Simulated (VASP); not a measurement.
# From an Ansatz input to VASP: SnO2 (fluorite)

Ansatz input

```yaml
crystal:
  lattice:
    - [0.0, 2.4510416331, 2.4510416331]
    - [2.4510416331, 0.0, 2.4510416331]
    - [2.4510416331, 2.4510416331, 0.0]
  atoms:
    - { symbol: Sn, position: [0.0, 0.0, 0.0] }
    - { symbol: O, position: [0.25, 0.25, 0.25] }
    - { symbol: O, position: [0.75, 0.75, 0.75] }
kpoints:
  mp_grid: { grid: [8, 8, 8] }
hamiltonian:
  xc: pbe
scf:
  occupations: { method: fermi_dirac, width: 0.02 }
relax:
  f_tol: 0.005
  cell: {}
```

Translate this input to VASP.



INCAR

```
ENCUT = 600
NBANDS = 20
SIGMA = 0.02
ISMEAR = -1
GGA = PE
IBRION = 2
LCHARG = .FALSE.
LASPH = .TRUE.
ISIF = 3
NSW = 40
LREAL = .FALSE.
EDIFFG = -5E-3
NELM = 120
PREC = Accurate
EDIFF = 1E-7
LWAVE = .FALSE.
```

KPOINTS

```
KPOINTS created by Atomic Simulation Environment
0
Gamma
8 8 8
0 0 0
```

POSCAR

```
Sn O
 1.0000000000000000
     0.0000000000000000    2.4510416331000000    2.4510416331000000
     2.4510416331000000    0.0000000000000000    2.4510416331000000
     2.4510416331000000    2.4510416331000000    0.0000000000000000
 Sn  O
   1   2
Cartesian
  0.0000000000000000  0.0000000000000000  0.0000000000000000
  1.2255208165500000  1.2255208165500000  1.2255208165500000
  3.6765624496500000  3.6765624496500000  3.6765624496500000
```

VASP ran with the recommended PBE PAW datasets (26 valence electrons in the cell). Other inputs would serve too.

```csv
,Ansatz,VASP
relaxed cell vector lengths,"3.637, 3.637, 3.637 Å","3.640, 3.640, 3.640 Å"
relaxed cell volume,34.03 Å³,34.09 Å³
```

Datasets and cutoffs are each program's own. VASP's cell holds 26 valence electrons and Ansatz's 26.
